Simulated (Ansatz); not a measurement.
The structure comes from a relaxation in the same program, started in the zincblende type, and has space group F-43m. Whether it is a known phase or the ground state wasn't checked.

KCl: DFT, PBE, all-electron LAPW, scalar-relativistic (Ansatz 0.2.0).

```yaml
crystal:
  lattice:
    - [0.0, 3.5303692034, 3.5303692034]
    - [3.5303692034, 0.0, 3.5303692034]
    - [3.5303692034, 3.5303692034, 0.0]
  atoms:
    - { symbol: K, position: [0.0, 0.0, 0.0] }
    - { symbol: Cl, position: [0.25, 0.25, 0.25] }
kpoints:
  mp_grid: { grid: [11, 11, 11] }
  band_path:
    path:
      - [0.0, 0.0, 0.0]
      - [-0.5, -0.5, 0.0]
      - [-0.375, -0.375, 0.25]
      - [-0.375, 0.0, 0.375]
      - [0.0, 0.0, 0.0]
      - [0.0, 0.0, 0.5]
      - [-0.5, -0.25, 0.25]
      - [-0.5, -0.5, 0.0]
    npoints: 8
scf:
  occupations: { method: fermi_dirac, width: 0.03 }
hamiltonian:
  xc: pbe
  pseudopotentials: { kind: all_electron, lapw: { basis_error: 0.00025 } }
output:
  forces: true
  stress: true
  eigenvalues: true
  fatbands: true
  populations: true
  dos: { projected: true, de: 0.2, e_range: [-14, 8] }
```

Output:

```
K: projections on atomic orbitals take those of the free atom 1s2 2s2 2p6 3s2 3p6 4s1, of charge +0.00 (hamiltonian.pseudopotentials.projection_atoms)
Cl: projections on atomic orbitals take those of the free atom 1s2 2s2 2p6 3s2 3p5, of charge +0.00 (hamiltonian.pseudopotentials.projection_atoms)
LAPW: plane waves up to 6.728 Å⁻¹, error target 2.5e-4 eV per atom; small_component_spin mean_spin; Cl in spheres of 1.507 Å, 15 of its electrons in bands, Dirac shells []; K in spheres of 1.550 Å, 15 of its electrons in bands, Dirac shells []
Engine: ansatz 0.2.0
Pseudopotentials: kind: all_electron
Pseudopotential: K, LAPW, valence charge 15, Koelling and Harmon's equation, gaussian nucleus
Pseudopotential: Cl, LAPW, valence charge 15, Koelling and Harmon's equation, gaussian nucleus
Functional definition: PBE
  parameter kappa = 0.804
  parameter beta = 0.06672455060314922
  exchange = pbe_x(kappa = kappa, mu = beta*pi^2/3)
  correlation = pbe_c(beta = beta)
Crystal: 2 atoms, lattice volume = 88.002 Å³
Basis set: ecut = 172.4566289391224 eV, 459 PW (Γ), exchange–correlation at level 2
Bands: 19, of which v1, the nominal top of the filled ones, is band 15 counted from 1 (14 counted from 0)
Symmetry: 24 space group operations
Space group: F-43m (ITA 216), of the structure as read, at distance tolerance 4.4e-5 Å
k-points: 56 of 1331 (time reversal used)
Non-local potential: K, projectors of the file, none
Non-local potential: Cl, projectors of the file, none
Initial density: superposition of atomic densities (chi_scale 0.1, normalization cell, long waves kept (reshape's long-wave potential 0.00 eV rms))
Initial wavefunctions: plane waves of lowest kinetic energy (no species holds an atomic orbital)
Functional: x = pbe(κ = 0.804, μ = 0.2195149727645171), c = pbe(β = 0.06672455060314922)
iter 1 solved again at ethr=3.04e-3 eV; its pass at ethr=1.00e-1 eV (dr2=9.13e-1 eV) is discarded
SCF iter   1: F=—  HF=-28946.890539 eV  |F-HF|=—  |Δ(HF+E_count)|=         —  Δρ=1.87e-2  dr2=9.12e-1  ethr=3.04e-3  ⟨swp⟩=2.0  Hψ=6623  notcnv=0
preconditioner: auto → none  [insulator: Δε(μ)=5.821 eV  Ē_g=15.011 eV  σ=0.030 eV  W_gap=1.00  n_scr=14 (ndim 8)  ℏωp=14.8 eV  f_vac=0.319  D(μ)=0.00/eV (n_scr^D=0)  ε∞_Penn≈2.0]
iter 2 solved again at ethr=1.23e-4 eV; its pass at ethr=3.04e-3 eV (dr2=3.69e-2 eV) is discarded
SCF iter   2: F=—  HF=-28946.394903 eV  |F-HF|=—  |Δ(HF+E_count)|=   4.96e-1  Δρ=3.84e-3  dr2=3.68e-2  ethr=1.23e-4  ⟨swp⟩=2.1  Hψ=5791  notcnv=0
SCF iter   3: F=—  HF=-28946.395154 eV  |F-HF|=—  |Δ(HF+E_count)|=         —  Δρ=2.62e-3  dr2=1.99e-2  ethr=1.23e-4  ⟨swp⟩=3.0  Hψ=3697  notcnv=0
the basis was enlarged: its passes take 267.0 KiB over the memory plan, 1 of 1 planned eigensolver slots
SCF iter   4: F=—  HF=-28946.402941 eV  |F-HF|=—  |Δ(HF+E_count)|=   7.79e-3  Δρ=1.06e-3  dr2=3.28e-3  ethr=6.63e-5  ⟨swp⟩=3.1  Hψ=3550  notcnv=0  defer=1
SCF iter   5: F=—  HF=-28946.404075 eV  |F-HF|=—  |Δ(HF+E_count)|=   1.13e-3  Δρ=2.03e-4  dr2=1.17e-4  ethr=1.09e-5  ⟨swp⟩=3.0  Hψ=3593  notcnv=0  defer=1
SCF iter   6: F=—  HF=-28946.404122 eV  |F-HF|=—  |Δ(HF+E_count)|=   4.65e-5  Δρ=2.11e-5  dr2=1.09e-6  ethr=3.90e-7  ⟨swp⟩=2.9  Hψ=3428  notcnv=0
SCF iter   7: F=-28946.404117 eV  HF=-28946.404117 eV  |F-HF|=2.66e-8  |Δ(HF+E_count)|=   4.58e-6  Δρ=3.13e-6  dr2=2.70e-8  ethr=3.64e-9  ⟨swp⟩=3.0  Hψ=3404  notcnv=0
SCF 1 converged in 7 iterations: F = -28946.404117 eV  dr2 = 2.70e-8
NSCF: frozen V_eff on 57 k-points
SCF converged after 7 iterations
Free energy (F): -28946.404117 eV
Harris-Foulkes:  -28946.404117 eV  (|F-HF|=2.66e-8)
Internal energy: -28946.404117 eV  (E = F + TS)
E sigma→0 (E₀):  -28946.404117 eV
Fermi energy:    1.437362 eV
--- Per-component energies (eV) ---
  E_band       = -3382.041994
  E_kinetic    = 29124.114886
  E_xc         = -1678.685492
  E_electrostatic = -56391.833511  (all electrons and nuclei)
  E_smearing   = -0.000000  (= −TS)
  E_closure    = 0.000000  (closes the sum)
  E_atoms      = -28939.818367  (free atoms, spherical and without spin; not in F)
  Σ components = -28946.404117   (vs F -28946.404117, Δ=0.00e0)
  Basis errors (estimates in eV, not in F): energy 1.6e-4 per atom: plane waves 1.5e-4 (8.3e-5 summed), levels above the bands 6.1e-112, relativity 3.4e-9, radial functions 1.3e-5, core shells 5.1e-8; eigenvalues (radial functions only) 1.4e-6; not estimated: angular momenta, meshes, grids; target (lapw.basis_error) 2.5e-4; muffin-tin radii Cl 1.507 Å, K 1.550 Å
--- Forces (eV/Å), atoms counted from 1 ---
  atom   1  K      0.00000000    -0.00000000     0.00000000
  atom   2  Cl    -0.00000000     0.00000000    -0.00000000
  max |Σ_I F_I| component: 4.63e-18 eV/Å
--- Stress (GPa, compression-positive) ---
        0.046539      -0.000000      -0.000000
       -0.000000       0.046539       0.000000
       -0.000000       0.000000       0.046539
  P = ⅓ Tr σ = 0.0465 GPa (0.465 kbar)
--- Band table (eV; the first three rows and the last of 56) ---
  k-point 0: bands = ["-272.9708", "-272.9708", "-272.9708", "-243.8364", "-182.7474", "-182.7474", "-182.7474", "-28.3321", "-12.7720", "-11.8257", "-11.8257", "-11.8257", "-1.0699", "-1.0699", "-1.0699", "3.6990", "8.2672", "8.2672", "9.2230"]
  k-point 1: bands = ["-272.9708", "-272.9708", "-272.9708", "-243.8364", "-182.7474", "-182.7474", "-182.7474", "-28.3319", "-12.7891", "-11.8265", "-11.8265", "-11.8071", "-1.1009", "-1.0677", "-1.0677", "3.8311", "8.1565", "8.1565", "9.1326"]
  k-point 2: bands = ["-272.9708", "-272.9708", "-272.9708", "-243.8364", "-182.7474", "-182.7474", "-182.7474", "-28.3314", "-12.8318", "-11.8285", "-11.8285", "-11.7604", "-1.1765", "-1.0618", "-1.0618", "4.1953", "7.9831", "7.9831", "8.8052"]
  k-point 55: bands = ["-272.9708", "-272.9708", "-272.9708", "-243.8364", "-182.7474", "-182.7474", "-182.7474", "-28.3287", "-12.9933", "-11.8595", "-11.8482", "-11.5501", "-1.2703", "-1.1948", "-1.0410", "5.8272", "6.6176", "8.3681", "8.6055"]
--- Löwdin populations: 2 sites ---
  site symbol       q [e]
     0      K     18.2052
     1     Cl     17.7408
  spilling = 0.001501 (of n_electrons = 36.000000)
```

populations.tsv:

```
# site	symbol	l	j	q
# orbitals = lowdin
# n_electrons = 36.000000
# spilling = 0.001501
# projection_atom_K: 1s2 2s2 2p6 3s2 3p6 4s1
# projection_atom_Cl: 1s2 2s2 2p6 3s2 3p5
0	K	0_1S	-	1.999996
0	K	0_2S	-	1.999764
0	K	0_3S	-	1.991509
0	K	0_4S	-	0.218539
0	K	1_2P	-	5.999995
0	K	1_3P	-	5.995367
1	Cl	0_1S	-	1.999971
1	Cl	0_2S	-	1.998034
1	Cl	0_3S	-	1.921169
1	Cl	1_2P	-	5.999925
1	Cl	1_3P	-	5.821694
```
